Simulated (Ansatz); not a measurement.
A run of Ansatz 0.2.0 is set up as follows.

File input.yaml:

```yaml
crystal:
  lattice:
    - [0.0, 2.873958, 2.873958]
    - [2.873958, 0.0, 2.873958]
    - [2.873958, 2.873958, 0.0]
  atoms:
    - { symbol: Cd, position: [0.0, 0.0, 0.0] }
    - { symbol: Se, position: [0.5, 0.5, 0.5] }
hamiltonian:
  xc: pbesol
  pseudopotentials: { kind: paw }
kpoints:
  mp_grid: { grid: [8, 8, 8] }
  band_path:
    path:
      - [[0.0, 0.0, 0.0], [0.5, 0.0, 0.5], [0.5, 0.25, 0.75], [0.375, 0.375, 0.75], [0.0, 0.0, 0.0], [0.5, 0.5, 0.5], [0.625, 0.25, 0.625], [0.5, 0.25, 0.75], [0.5, 0.5, 0.5], [0.375, 0.375, 0.75]]
      - [[0.625, 0.25, 0.625], [0.5, 0.0, 0.5]]
    npoints: 14
scf:
  occupations: { method: fermi_dirac, width: 0.05 }
  n_extra_bands: 6
output:
  forces: true
  stress: true
  eigenvalues: true
  fatbands: false
```

Potentials or basis: Ansatz PAW.

The run is started by

```sh
$ ansatz run input.yaml --threads 2 --pin off --max-ram 5632MiB --backend cpu --events-out ev --progress --plain --runs-dir out
```

Task: What does it give for the pressure?

Result: -3.8 GPa.

Task: What does it give for the band gap on the k mesh?

Result: None (metal or under the smearing width).

Levels at the corners of the path, in eV from the Fermi level:
| point | band 16 | band 17 | band 18 | band 19 | band 20 | band 21 |
| --- | --- | --- | --- | --- | --- | --- |
| Γ | -0.71 | -0.71 | -0.71 | -0.12 | 8.51 | 8.51 |
| X | -4.21 | -2.16 | -2.16 | -0.62 | 5.28 | 9.47 |
| W | -3.25 | -3.25 | -3.15 | 2.78 | 5.64 | 7.20 |
| K | -3.71 | -3.67 | -1.49 | 1.32 | 6.05 | 7.95 |
| Γ | -0.71 | -0.71 | -0.71 | -0.12 | 8.51 | 8.51 |
| L | -5.05 | -0.13 | -0.13 | 2.80 | 5.10 | 5.10 |
| U | -3.71 | -3.67 | -1.49 | 1.32 | 6.05 | 7.95 |
| W | -3.25 | -3.25 | -3.15 | 2.78 | 5.64 | 7.20 |
| L | -5.05 | -0.13 | -0.13 | 2.80 | 5.10 | 5.10 |
| K | -3.71 | -3.67 | -1.49 | 1.32 | 6.05 | 7.95 |
| U | -3.71 | -3.67 | -1.49 | 1.32 | 6.05 | 7.95 |
| X | -4.21 | -2.16 | -2.16 | -0.62 | 5.28 | 9.47 |

Caveat: the PAW data sets come from PBE, with cores solved anew for the run's functional, which leaves a small shift of forces and pressure.
